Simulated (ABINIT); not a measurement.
Planning a run of ABINIT 10.8.3 on SiC (P6_3mc). The input:

```
acell 3*1.0 Angstrom
rprim 
  3.073513928196 0.000000000001 0.000000000000
  -1.536756964099 2.661741140703 0.000000000000
  0.000000000000 0.000000000000 5.045247710000
ntypat 2
znucl 14 6
natom 4
typat 1 1 2 2
xred 
  0.333333333333 0.666666666667 0.499602400000
  0.666666666667 0.333333333333 0.999602400000
  0.333333333333 0.666666666667 0.875397600000
  0.666666666667 0.333333333333 0.375397600000
pp_dirpath "pseudos"
pseudos "Si.upf, C.upf"
ecut 37
ngkpt 6 6 4
nshiftk 1
shiftk 0 0 0
kptopt 1
chksymbreak 0
istwfk *1
occopt 1
irdwfk 1
optdriver 3
nband 68
ecuteps 8.4
inclvkb 2
awtr 1
symchi 1
gwcomp 1
gwencomp 1.5
indata_prefix "in"
outdata_prefix "out"
tmpdata_prefix "tmp"
```

```sh
OMP_NUM_THREADS=1 mpirun -n 8 abinit run.abi > log
```

Estimate wall time and host memory on 8 MPI ranks of Arm Neoverse N1, shared host.

It took 2.9 min; on shared hardware allow 86 s to 5.7 min. Peak host memory was 1.8 GiB.

[Paths, hosts, dates, memory and timing lines, banners, echoed tables and standing remarks are left out of the program output.]

[Logs are printed without paths, hosts, clocks, repeated set-up lines and the standing remarks that a program may print on its own settings, such as how far it seeks lower states.]

[Runs of the session that timed out or met a known fault of the program may be left out.]

[Hosts, paths, dates, database ids (printed as entryN), source tags and the programs' standing remarks are cut or masked in the printed files.]

[G0W0 gaps are taken among the corrected bands and points alone; a level outside them can change the order at an edge.]

[Where Ansatz stands beside ABINIT at settings called matched, ABINIT's density can come from a denser mesh and the files from another edition; pairs whose starting gaps differed by over 0.03 eV were left out, so agreement reads better than it is.]
